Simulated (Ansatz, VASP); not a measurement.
Sc in VASP and in Ansatz

Contents of INCAR:

```
PREC     = Accurate       # precision mode
ENCUT    = 520            # plane-wave cutoff, eV
EDIFF    = 1E-6           # SCF threshold, eV
ISMEAR   = -1             # smearing method
SIGMA    = 0.05           # smearing width, eV
LREAL    = False          # projectors in reciprocal space
LASPH    = True           # aspherical terms in the spheres
NELM     = 100            # most SCF steps
ALGO     = Normal         # electronic algorithm
ISIF     = 2              # what is computed and relaxed
LWAVE    = False          # write WAVECAR
LCHARG   = False          # write CHGCAR
GGA      = CA             # functional
NBANDS   = 12             # bands
```

File KPOINTS:

```
regular mesh
0
Gamma
  15 15 15
```

The input POSCAR:

```
Sc
1.0
    2.3312266884      0.0000000000      0.0000000000
    0.0000000000      2.3312266884      0.0000000000
    0.0000000000      0.0000000000      2.3312266884
Sc
1
Direct
    0.0000000000      0.0000000000      0.0000000000
```

Input for Ansatz:

```yaml
crystal:
  lattice:
    - [2.3312266884, 0.0, 0.0]
    - [0.0, 2.3312266884, 0.0]
    - [0.0, 0.0, 2.3312266884]
  atoms:
    - { symbol: Sc, position: [0.0, 0.0, 0.0] }
kpoints:
  mp_grid: { grid: [15, 15, 15] }
scf:
  occupations: { method: fermi_dirac, width: 0.05 }
hamiltonian:
  xc: lda
  pseudopotentials: { kind: all_electron, lapw: { basis_error: 0.001 } }
output:
  forces: true
  stress: true
  eigenvalues: true
  populations: true
```

Change from the starting cell: volume scaled by 0.55, LAPW.

Alike in both runs: task single point; functional LDA; k mesh 15 × 15 × 15; occupations fermi-dirac, width 0.05 eV; no spin polarisation.

|  | VASP | Ansatz |
| --- | --- | --- |
| version | VASP 6.6.1 | Ansatz 0.2.0 |
| potentials or method | VASP PAW LDA potentials, release 64 (Sc_sv) | all-electron LAPW, scalar-relativistic |
| plane-wave cutoff (eV) | 520 | see its input |

VASP gave:

| Item | Value |
| --- | --- |
| pressure (GPa) | 67.6 |

Problem. Which values does Ansatz return?

Solution. Pressure (GPa): 65.0.

Ansatz ran all-electron here, so the differences hold the error of VASP's frozen core and of both bases.

Caveats: the cell as given lies far from equilibrium; so large a pressure means that the cell lies far from this level's equilibrium, or that cutoff or potentials fall short (VASP).
